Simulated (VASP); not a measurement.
# MnO (Fm-3m) in VASP: settings compared, part 2 of 2

VASP 6.6.1.

## Step 4: Single point, PBEsol, collinear spin, ferromagnetic start

Contents of run.py:

```python
from ase.calculators.vasp import Vasp
from ase.dft.bandgap import bandgap
from ase.io import read

atoms = read('MnO.cif')
atoms.set_initial_magnetic_moments([4.0, 0.0])
calc = Vasp(
    directory='calc',
    xc='pbesol',
    pp='PBE',
    setups='recommended',
    pp_version='54',
    prec='Accurate',
    encut=520,
    ediff=1e-07,
    ismear=0,
    sigma=0.1,
    lreal=False,
    lasph=True,
    nelm=100,
    algo='Normal',
    isif=2,
    lwave=False,
    lcharg=False,
    ispin=2,
    lorbit=11,
    lmaxmix=4,
    kpts=[10, 10, 10],
    gamma=True,
    nbands=20,
)
atoms.calc = calc

print('energy (eV):', atoms.get_potential_energy())
print('free energy (eV):', atoms.get_potential_energy(force_consistent=True))
print('forces (eV/A):')
print(atoms.get_forces())
print('stress (eV/A^3, Voigt):', atoms.get_stress())
print('Fermi level (eV):', calc.get_fermi_level())
print('moment (muB):', atoms.get_magnetic_moment())
print('site moments (muB):', atoms.get_magnetic_moments())
gap, top, bottom = bandgap(calc)
print('band gap (eV):', gap, 'from (spin, k, band)', top, 'to', bottom)
```

Contents of MnO.cif:

```cif
data_MnO
_cell_length_a 3.14508043
_cell_length_b 3.14508043
_cell_length_c 3.14508043
_cell_angle_alpha 60.00000000
_cell_angle_beta 60.00000000
_cell_angle_gamma 60.00000000
_space_group_name_H-M_alt 'P1'
_space_group_name_Hall 'P 1'
_space_group_IT_number 1
loop_
_space_group_symop_operation_xyz
'x,y,z'
loop_
_atom_site_label
_atom_site_type_symbol
_atom_site_symmetry_multiplicity
_atom_site_Wyckoff_symbol
_atom_site_fract_x
_atom_site_fract_y
_atom_site_fract_z
_atom_site_occupancy
Mn1 Mn 1 a 0.0000000000 0.0000000000 0.0000000000 1
O1 O 1 a 0.5000000000 0.5000000000 0.5000000000 1
```

Command:

```bash
$ python run.py
```

Wall time 37 s (1 thread of Intel Xeon Platinum 8259CL at 2.50GHz (Skylake/Cascade Lake), shared host); peak memory 0.16 GiB.

The run converged. Its results:

- Free energy: -17.2149 eV
- Pressure: -6.7 GPa
- Band gap on the k mesh: none (metal or under the smearing width)
- Net moment: 4.78 μB per cell
- Site moments: Mn +4.33; O +0.20 μB
- Valence electrons inside the program's atomic spheres: Mn 11.36; O 4.95

Levels at points of the mesh, in eV from the Fermi level:
Spin up:
```tsv
k point	band 8	band 9	band 10	band 11	band 12	band 13	band 14	band 15	band 16	band 17
(0.00, 0.00, 0.00)	-3.21	-3.21	-3.21	-2.69	-2.69	-0.61	13.76	16.16	16.16	16.16
(0.50, 0.00, 0.00)	-2.30	-2.30	-1.87	0.22	0.22	3.33	7.65	11.71	11.71	18.30
(0.50, 0.50, 0.00)	-4.24	-2.25	-2.02	-2.02	-1.90	4.90	7.71	10.26	13.51	13.51
```
Spin down:
```csv
k point,band 3,band 4,band 5,band 6,band 7,band 8,band 9,band 10,band 11,band 12
"(0.00, 0.00, 0.00)",-45.59,-19.74,-3.34,-3.34,-3.34,0.69,0.71,0.71,0.71,1.35
"(0.50, 0.00, 0.00)",-45.60,-18.76,-7.40,-4.84,-4.84,1.91,1.95,1.95,3.64,3.64
"(0.50, 0.50, 0.00)",-45.61,-18.79,-6.44,-4.33,-4.33,-0.89,1.94,2.15,2.39,2.39
```

Caveat: the PAW data sets were made with another functional, which shifts forces and pressure a little; a cell with one magnetic atom can't hold antiferromagnetic order, which such compounds often take; semilocal functionals often make such compounds metallic where correlation or magnetic order opens a gap, which also shifts bond lengths.

## Step 5: Single point, LDA, collinear spin, ferromagnetic start

Contents of INCAR:

```
SYSTEM = MnO
PREC = Accurate
ENCUT = 520
EDIFF = 1E-7
ISMEAR = 0
SIGMA = 0.05
LREAL = .False.
LASPH = .True.
NELM = 100
ALGO = Normal
ISIF = 2
LWAVE = .False.
LCHARG = .False.
ISPIN = 2
MAGMOM = 4 0
LORBIT = 11
LMAXMIX = 4
GGA = CA
NBANDS = 20
```

Contents of KPOINTS:

```
regular mesh
0
Gamma
  10 10 10
  0 0 0
```

Contents of POSCAR:

```
MnO
3.1451
    0.000000000000      0.707102382373      0.707102382373
    0.707102382373      0.000000000000      0.707102382373
    0.707102382373      0.707102382373      0.000000000000
Mn O
1 1
Direct
    0.0000000000      0.0000000000      0.0000000000
    0.5000000000      0.5000000000      0.5000000000
```

Potentials or basis: VASP PAW LDA potentials, release 64 (Mn_pv, O).

Command:

```bash
$ cat potpaw_LDA.64/Mn_pv/POTCAR potpaw_LDA.64/O/POTCAR > POTCAR
$ mpirun -np 1 vasp_std > vasp.out
```

Wall time 15 s (1 thread of Intel Xeon 6975P-C (Granite Rapids), shared host); peak memory 0.15 GiB.

It converged, with:

```yaml
Free_energy: -17.5820 eV
Pressure: -17.8 GPa
Band_gap_on_the_k_mesh: none (metal or under the smearing width)
Net_moment: 4.52 μB per cell
Site_moments: Mn +4.11; O +0.18 μB
Valence_electrons_inside_the_program's_atomic_spheres: Mn 11.38; O 4.92
```

Levels at points of the mesh, in eV from the Fermi level:
Spin up:
```
           k point  band 10  band 11  band 12  band 13  band 14  band 15
(0.00, 0.00, 0.00)    -3.00    -2.50    -2.50    -0.40    14.00    16.27
(0.50, 0.00, 0.00)    -1.68     0.32     0.32     3.51     7.70    11.79
(0.50, 0.50, 0.00)    -1.79    -1.79    -1.69     5.03     7.76    10.45
```
Spin down:
```
           k point  band 3  band 4  band 5  band 6  band 7  band 8  band 9  band 10  band 11  band 12
(0.00, 0.00, 0.00)  -45.66  -19.60   -3.43   -3.43   -3.43    0.32    0.32     0.32     0.58     0.97
(0.50, 0.00, 0.00)  -45.67  -18.60   -7.50   -4.97   -4.97    1.54    1.54     1.54     3.29     3.29
(0.50, 0.50, 0.00)  -45.69  -18.64   -6.49   -4.41   -4.41   -1.21    1.55     1.79     1.98     1.98
```

Caveat: so large a pressure means that the cell lies far from this level's equilibrium, or that cutoff or potentials fall short; a cell with one magnetic atom can't hold antiferromagnetic order, which such compounds often take; semilocal functionals often make such compounds metallic where correlation or magnetic order opens a gap, which also shifts bond lengths. With open d or f shells a metallic result of LDA can be an artefact of self-interaction; +U or a hybrid may open a gap.

## Step 6: Single point, LDA, collinear spin, ferromagnetic start

run.py: that of step 4 with these lines changed.

```diff
@@ -4,3 +4,3 @@
 
-atoms = read('MnO.cif')
+atoms = read('MnO.xyz')
 atoms.set_initial_magnetic_moments([4.0, 0.0])
@@ -8,14 +8,13 @@
     directory='calc',
-    xc='pbesol',
-    pp='PBE',
+    xc='lda',
+    pp='LDA',
     setups='recommended',
-    pp_version='54',
     prec='Accurate',
     encut=520,
-    ediff=1e-07,
+    ediff=1e-06,
     ismear=0,
-    sigma=0.1,
+    sigma=0.05,
     lreal=False,
     lasph=True,
-    nelm=100,
+    nelm=120,
     algo='Normal',
@@ -29,3 +28,2 @@
     gamma=True,
-    nbands=20,
 )
```

Contents of MnO.xyz:

```xyz
2
Lattice="0.0000000000 2.2239077028 2.2239077028 2.2239077028 0.0000000000 2.2239077028 2.2239077028 2.2239077028 0.0000000000" Properties=species:S:1:pos:R:3 pbc="T T T"
Mn     0.0000000000      0.0000000000      0.0000000000
O      2.2239077028      2.2239077028      2.2239077028
```

Potentials or basis: VASP PAW LDA potentials, release 64 (Mn_pv, O).

Command:

```bash
$ python run.py
```

Wall time 14 s (1 thread of Intel Xeon 6975P-C (Granite Rapids), shared host); peak memory 0.15 GiB.

The run converged. Its results:

```
Free energy                                           : -17.5820 eV
Pressure                                              : -17.9 GPa
Band gap on the k mesh                                : none (metal or under the smearing width)
Net moment                                            : 4.52 μB per cell
Site moments                                          : Mn +4.11; O +0.18 μB
Valence electrons inside the program's atomic spheres : Mn 11.38; O 4.92
```

Levels at points of the mesh, in eV from the Fermi level:
Spin up:
```tsv
k point	band 8	band 9	band 10	band 11	band 12	band 13	band 14	band 15
(0.00, 0.00, 0.00)	-3.00	-3.00	-3.00	-2.50	-2.50	-0.40	14.00	16.27
(0.50, 0.00, 0.00)	-2.08	-2.08	-1.68	0.32	0.32	3.51	7.70	11.79
(0.50, 0.50, 0.00)	-4.02	-2.06	-1.79	-1.79	-1.69	5.03	7.76	10.45
```
Spin down:
```tsv
k point	band 5	band 6	band 7	band 8	band 9	band 10
(0.00, 0.00, 0.00)	-3.43	-3.43	-3.43	0.32	0.32	0.32
(0.50, 0.00, 0.00)	-7.50	-4.97	-4.97	1.54	1.54	1.54
(0.50, 0.50, 0.00)	-6.49	-4.41	-4.41	-1.21	1.55	1.79
```

Caveat: so large a pressure means that the cell lies far from this level's equilibrium, or that cutoff or potentials fall short; a cell with one magnetic atom can't hold antiferromagnetic order, which such compounds often take; semilocal functionals often make such compounds metallic where correlation or magnetic order opens a gap, which also shifts bond lengths.

## Step 7: The reference run

An earlier run on the cell as given: functional PBEsol; potentials or basis VASP PAW PBE potentials, release 64 (Mn_pv, O); cutoff 520 eV; k mesh 10 × 10 × 10; occupations fermi-dirac, width 0.05 eV; collinear spin, ferromagnetic start; starting moments [4.0, 0.0] μB.

- Pressure: -6.9 GPa
- Band gap on the k mesh: none (metal or under the smearing width)
- Net moment: 4.77 μB per cell
- Site moments: Mn +4.32; O +0.20 μB
- Valence electrons inside the program's atomic spheres: Mn 11.36; O 4.95

## Step 8: Summary

```tsv
task	level	potentials or basis	cell	k mesh	cutoff (eV)	smearing	ladder	gap on the mesh (eV)	pressure (GPa)	moment (μB)
relaxation of cell and atoms	PBE	VASP PAW PBE potentials, release 64 (Mn_pv, O)	relaxed	8 × 8 × 8	600	fermi-dirac 0.05 eV	gaps	none	-0.1	4.79
single point	PBEsol	VASP PAW PBE potentials, release 54 (Mn_pv, O)	as given	10 × 10 × 10	520	gaussian 0.1 eV	-	none	-6.7	4.78
single point	LDA	VASP PAW LDA potentials, release 64 (Mn_pv, O)	as given	10 × 10 × 10	520	gaussian 0.05 eV	-	none	-17.9	4.52
single point	PBEsol	VASP PAW PBE potentials, release 64 (Mn_pv, O)	as given	10 × 10 × 10	520	fermi-dirac 0.05 eV	free	none	-6.9	4.77
```

Alike in all rows: spin collinear, ferromagnetic start.

Caveats: a cell with one magnetic atom can't hold antiferromagnetic order, which such compounds often take; semilocal functionals often make such compounds metallic where correlation or magnetic order opens a gap, which also shifts bond lengths; the PAW data sets were made with another functional, which shifts forces and pressure a little (some runs); the relaxation stopped at its first step, so nothing moved (some runs); so large a pressure means that the cell lies far from this level's equilibrium, or that cutoff or potentials fall short (some runs).

Absolute energies hang on the potentials; compare differences alone.
